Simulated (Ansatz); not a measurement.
KCl in the rocksalt structure, relaxed with r2SCAN, was run in the plane-wave code Ansatz under altered settings. All numbers are computed, without spin polarisation but where a row says otherwise.

```
CELL_PARAMETERS angstrom
0.00000 3.14485 3.14485
3.14485 0.00000 3.14485
3.14485 3.14485 0.00000
ATOMIC_POSITIONS crystal
K 0.00000 0.00000 0.00000
Cl 0.50000 0.50000 0.50000
```

The base run's other keys:
```yaml
kpoints:
  mp_grid: { grid: [4, 4, 4] }
hamiltonian:
  xc: hse06
scf:
  occupations: { method: fixed }
  n_extra_bands: 4
```

It takes 10 iterations with 1243 plane waves at 420 eV and 8 k points, and leaves a mean stress of +0.48 GPa. The gap over this mesh is 6.505 eV.

Outcomes, with energy and stress as changes against the base:
```tsv
setting	outcome	ΔF (meV/atom)	Δ mean stress (GPa)	gap on the mesh (eV)	iterations
PBE hybrid, exx coeff 0.2, omega 0.5 1/Å	converged	–	+0.1	5.743	9
PBE hybrid, exx coeff 0.75, omega 0.5 1/Å	converged	–	-0.6	7.287	14
scf.exx.singularity: regularized	converged	-0.2	0.0	6.505	10
basis.ecutwfc: 900	converged	-0.3	0.0	6.505	11
```
A dash marks a value that wasn't obtained or can't be compared. Stress is positive in compression.

- PBE hybrid, exx coeff 0.2, omega 0.5 1/Å. That is 20 % exact exchange, screened with ω = 0.5 1/Å, against HSE06's 25 % screened at 0.208 1/Å. The mean stress moves by +0.1 GPa and the gap on the mesh by -0.763 eV (to 5.743). Totals of different functionals aren't comparable.
- PBE hybrid, exx coeff 0.75, omega 0.5 1/Å. That is 75 % exact exchange, screened with ω = 0.5 1/Å, against HSE06's 25 % screened at 0.208 1/Å. The mean stress moves by -0.6 GPa and the gap on the mesh by +0.782 eV (to 7.287). Totals of different functionals aren't comparable.

Within 1 meV an atom, 0.1 GPa and 0.005 eV of the base stay: scf.exx.singularity: regularized; basis.ecutwfc: 900.

The program warns that its thresholds are loose for a hybrid's stress.

The meshes of the hybrids are coarse, so their gaps aren't converged to the digits shown.
